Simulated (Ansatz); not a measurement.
**VSi2: from a trial structure to a relaxed crystal**

Theory: DFT PBE, scalar-relativistic, plane waves, PAW (Ansatz 0.2.0). Cutoff 420 eV, Γ-centred k mesh, Gaussian smearing, no spin polarisation in the final step.

The start puts VSi2 on the Cu2Sb structure type (P4/nmm, No. 129), with V in place of Sb, Si in place of Cu, at a guessed volume.

```yaml
crystal:
  lattice:
    - [3.61750, 0.00000, 0.00000]
    - [0.00000, 3.61750, 0.00000]
    - [0.00000, 0.00000, 5.51959]
  atoms:
    - { symbol: V, position: [0.00000, 0.50000, 0.70000] }
    - { symbol: V, position: [0.50000, 0.00000, 0.30000] }
    - { symbol: Si, position: [0.00000, 0.00000, 0.00000] }
    - { symbol: Si, position: [0.50000, 0.50000, 0.00000] }
    - { symbol: Si, position: [0.00000, 0.50000, 0.27000] }
    - { symbol: Si, position: [0.50000, 0.00000, 0.73000] }
```

Steps on the 6×6×4 mesh (6 atoms). 12 of 18 steps are shown, and the free energy counts from the last. Trial steps that were taken back and renewals of the plane-wave basis can be among the rows.

```
step  ΔF (meV/atom) V (Å³/atom) P (GPa) largest force component (eV/Å)
   1          610.0        12.04    26.74                           2.136
   3          343.1        13.26     2.47                           0.679
   4          297.7        13.42     1.09                           0.488
   6          153.9        13.57     1.64                           0.741
   7          109.3        13.64     1.07                           1.083
   9           92.1        13.65    -0.66                           0.586
  10           85.9        13.56    -0.30                           0.072
  12           85.6        13.55     0.01                           0.001
  13           20.8        13.55     4.60                           0.053
  15            1.0        13.99    -1.09                           0.123
  16            0.2        13.89     0.01                           0.043
  18            0.0        13.89    -0.01                           0.004
```

A final relaxation ran on a 12×12×6 mesh. The relaxed crystal, P4/nmm (No. 129):

```
V Si
1.0
     3.31296    0.00000    0.00000
     0.00000    3.31296    0.00000
     0.00000    0.00000    7.59359
V Si
2 4
Direct
  0.00000 0.50000 0.74942
  0.50000 0.00000 0.25058
  0.00000 0.00000 0.00000
  0.50000 0.50000 0.00000
  0.00000 0.50000 0.41116
  0.50000 0.00000 0.58884
```

```
Volume per atom          : 13.89 Å³
Density                  : 4.27 g/cm³
Energy over the elements : -0.29 eV/atom
Gap on the 12×12×6 mesh  : 0 eV (a metal)
```

Energies over the elements count from the elements' standard structures at the same level, with no empirical corrections.

The final run used a 12×12×6 mesh on its 6-atom cell and 0.10 eV smearing. For metals, differences of a few meV/atom aren't resolved.

A structure relaxed within its symmetry needn't be a true minimum.

Cost: 3 runs of about 1.9 core-minutes in all, on Arm Neoverse V2 (shared hosts).